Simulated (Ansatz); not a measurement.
# A strain series on BaS (wurtzite): uniaxial along z, other directions held

Wurtzite BaS (no longer in that coordination), relaxed with r2SCAN in Ansatz 0.2.0, then strained (uniaxial along z, other directions held; changes of length per length, axes as in the cell below) with the atoms relaxed again within the symmetry that is left. Space group P6_3/mmc (No. 194), hexagonal; conventional cell a = 5.382 Å, c = 6.383 Å, 40.03 Å³ an atom. Ba is surrounded by 5 S at 3.11–3.19 Å; S is surrounded by 5 Ba at 3.11–3.19 Å. The cell started from the wurtzite prototype, but the relaxation took it to the higher symmetry P6_3/mmc (No. 194), so the name no longer describes it. Simulation only: spin-unpolarised, and no claim that this is the phase found in nature.

```
Ba S
1.0
     5.38186    0.00000    0.00000
    -2.69093    4.66082    0.00000
     0.00000    0.00000    6.38332
Ba S
2 2
Direct
  0.33333 0.66667 0.93750
  0.66667 0.33333 0.43750
  0.33333 0.66667 0.43750
  0.66667 0.33333 0.93750
```

Gaps are the least over each mesh (PBE 6×6×4, r2SCAN 6×6×4, HSE06 6×6×4 when unstrained) and the special points, which keep their unstrained names; stress is the change from the unstrained cell, compression positive.

| strain (%) | gap, PBE (eV) | gap, r2SCAN (eV) | gap, HSE06 (eV) | edges, HSE06 | stress along the strain, r2SCAN (GPa) | energy rise, r2SCAN (meV/atom) |
| --- | --- | --- | --- | --- | --- | --- |
| 0.0 | 2.560 | 2.904 | 3.484 | Γ → K | 0.00 | 0.0 |
| +2.87 | 2.623 | 2.965 | 3.539 | Γ → K | -2.08 | 8.1 |
| +5.8 | 2.667 | 3.006 | 3.574 | Γ → K | -3.49 | 29.0 |

Task: Estimate the row for a strain of +2.5 %.

Result:

| strain (%) | gap, PBE (eV) | gap, r2SCAN (eV) | gap, HSE06 (eV) | edges, HSE06 | stress along the strain, r2SCAN (GPa) | energy rise, r2SCAN (meV/atom) |
| --- | --- | --- | --- | --- | --- | --- |
| +2.5 | 2.616 | 2.958 | 3.533 | Γ → K | -1.85 | 6.2 |

The runs are scalar-relativistic, without spin-orbit coupling.

The meshes of the hybrids are coarse, so their gaps aren't converged to the digits shown.
